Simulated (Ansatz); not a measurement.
An element in the sc structure gives these cold pressures by all-electron LAPW under PBE (Ansatz 0.2.0, scalar-relativistic, no spin polarisation).

```csv
V (Å³/atom),P (GPa)
98.53,0.01
88.67,0.29
78.82,0.76
68.97,1.54
59.12,2.90
49.26,4.90
39.41,8.45
```

Question: Which element is it?

Answer: Rb. Its zero-pressure volume in this structure is near 98.5 Å³/atom; the volume and the steepness of P(V) together point to it, though neighbours can come close. Neighbours weren't tried against these numbers.
